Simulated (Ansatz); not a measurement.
**As: single point with HSE06 form with a typed share of exact exchange**

Crystal: As.

```
As
1.0
     2.70368    0.00000    0.00000
     0.00000    2.70368    0.00000
     0.00000    0.00000    5.40736
As
2
Direct
  0.41749 0.48464 0.24297
  0.58251 0.51536 0.75703
```

This isn't the form of As at room conditions, which is rhombohedral.

The cell isn't the ideal one: all atoms moved at random, sigma 0.1 Å a component.

| Quantity | Value |
| --- | --- |
| Program | Ansatz 0.2.0 |
| Task | single point |
| Functional | HSE06 form with a typed share of exact exchange |
| Potentials or basis | Ansatz PAW |
| Cutoff | 420 eV (not typed: the program's choice for these potentials) |
| k mesh | 5 × 5 × 3 |
| Occupations | fermi-dirac, width 0.05 eV |
| Spin | no spin polarisation |

```
Pressure               : -0.6 GPa
Largest force          : 0.298 eV/Å
Band gap on the k mesh : none (metal or under the smearing width)
```

Forces in eV/Å, atoms in the order of the input:
```
As   0.237  0.043 -0.176
As  -0.237 -0.043  0.176
```

Stress tensor (GPa, compression positive):
```
 3.91  0.20  0.61
 0.20  1.65  0.08
 0.61  0.08 -7.28
```

Levels at points of the mesh, in eV from the Fermi level:
| k point | band 12 | band 13 | band 14 | band 15 | band 16 | band 17 | band 18 | band 19 |
| --- | --- | --- | --- | --- | --- | --- | --- | --- |
| (0.00, 0.00, 0.00) | -13.16 | -7.77 | 4.09 | 4.23 | 4.59 | 5.68 | 6.64 | 8.67 |

It took 16 s on 1 × NVIDIA H100 80GB HBM3 with 2 threads of AMD EPYC 7R13 Processor (Zen 3), with other jobs on the host, peak memory 1.6 GiB.

Caveat: the k mesh is coarse (spacing up to 0.46 Å⁻¹), so the values aren't converged, least of all with exact exchange; the PAW data sets come from PBE, with cores solved anew for the run's functional, which leaves a small shift of forces and pressure; the thresholds are loose for stress.
